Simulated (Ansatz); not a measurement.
Write the native input for Ansatz 0.2.0 that does the following.

```
Task                                : band structure
Functional                          : PBE
Potentials or basis                 : SPMS NC
Cutoff                              : 952 eV (not typed: the program's choice for these potentials)
k mesh                              : 13 × 13 × 13
Occupations                         : fermi-dirac, width 0.05 eV
Spin                                : no spin polarisation
Path                                : [["G", "X", "W", "K", "G", "L", "U", "W", "L", "K"], ["U", "X"]]
Points for each segment of the path : 14
```

Cu:

```xyz
1
Lattice="0.0000 1.8075 1.8075 1.8075 0.0000 1.8075 1.8075 1.8075 0.0000" Properties=species:S:1:pos:R:3 pbc="T T T"
Cu    0.0000    0.0000    0.0000
```

The input as run:

input.yaml

```yaml
crystal:
  lattice:
    - [0.0, 1.8075, 1.8075]
    - [1.8075, 0.0, 1.8075]
    - [1.8075, 1.8075, 0.0]
  atoms:
    - { symbol: Cu, position: [0.0, 0.0, 0.0] }
hamiltonian:
  xc: pbe
  pseudopotentials: { kind: nc, source: spms }
kpoints:
  mp_grid: { grid: [13, 13, 13] }
  band_path:
    path:
      - [[0.0, 0.0, 0.0], [0.5, 0.0, 0.5], [0.5, 0.25, 0.75], [0.375, 0.375, 0.75], [0.0, 0.0, 0.0], [0.5, 0.5, 0.5], [0.625, 0.25, 0.625], [0.5, 0.25, 0.75], [0.5, 0.5, 0.5], [0.375, 0.375, 0.75]]
      - [[0.625, 0.25, 0.625], [0.5, 0.0, 0.5]]
    npoints: 14
scf:
  occupations: { method: fermi_dirac, width: 0.05 }
  n_extra_bands: 6
output:
  forces: true
  stress: true
  eigenvalues: true
  fatbands: false
```

Potentials or basis: SPMS NC.

Run with:

```sh
$ ansatz run input.yaml --threads 2 --pin off --max-ram 5120MiB --backend cpu --events-out ev --progress --plain --runs-dir out
```

It gave:

The pressure is 1.7 GPa and the band gap on the k mesh is none (metal or under the smearing width).

Caveat: the pressure holds a Pulay correction of +0.6 GPa for the finite cutoff.

It took 0.73 s on 2 threads of AMD EPYC 9B45 (Zen 5), on a shared host, peak memory 0.34 GiB.
